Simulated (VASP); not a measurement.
Here is a VASP 6.6.1 calculation.

File INCAR:

```
ALGO = Normal
BPARAM = 11.95
CPARAM = 0.0093
EDIFF = 1E-7
EDIFFG = -0.005
ENCUT = 600
IBRION = 2
ISIF = 3
ISMEAR = 0
IVDW_NL = 2
LASPH = True
LCHARG = False
LMIXTAU = True
LREAL = False
LUSE_VDW = True
LWAVE = False
METAGGA = R2SCAN
NELM = 100
NSW = 90
PREC = Accurate
SIGMA = 0.02
```

File KPOINTS:

```
k-points
0
Gamma
  8 8 8
```

File POSCAR:

```
NaCl
1.0
    0.0000000000      2.8434500000      2.8434500000
    2.8434500000      0.0000000000      2.8434500000
    2.8434500000      2.8434500000      0.0000000000
Na Cl
1 1
Direct
    0.0000000000      0.0000000000      0.0000000000
    0.5000000000      0.5000000000      0.5000000000
```

Potentials or basis: VASP PAW PBE potentials, release 64 (Na_pv, Cl).

Command:

```console
$ cat potpaw_PBE.64/Na_pv/POTCAR potpaw_PBE.64/Cl/POTCAR > POTCAR
$ mpirun -np 1 vasp_std > vasp.out
```

**Question.** Predict the band gap on the k mesh.

**Answer.** 6.04 eV, direct.

**Question.** Estimate the space group after relaxing (to 0.05 Å).

**Answer.** Fm-3m (No. 225).

**Question.** Estimate the relaxed cell.

**Answer.** a = 3.927 Å, b = 3.927 Å, c = 3.927 Å, α = 60.00°, β = 60.00°, γ = 60.00°.

The path:
| step | energy change (eV) | largest force (eV/Å) | pressure (GPa) | volume (Å³) |
| --- | --- | --- | --- | --- |
| 1 | 0.0000 | 0.0000 | -1.82 | 45.98 |
| 2 | -0.0154 | 0.0000 | -0.93 | 44.26 |
| 3 | -0.0195 | 0.0000 | -0.30 | 43.27 |
| 4 | -0.0201 | 0.0000 | 0.01 | 42.82 |

Caveat: the PAW data sets were made with another functional, which shifts forces and pressure a little. r2SCAN opens gaps a little over a GGA but as a rule still falls short of measured ones.
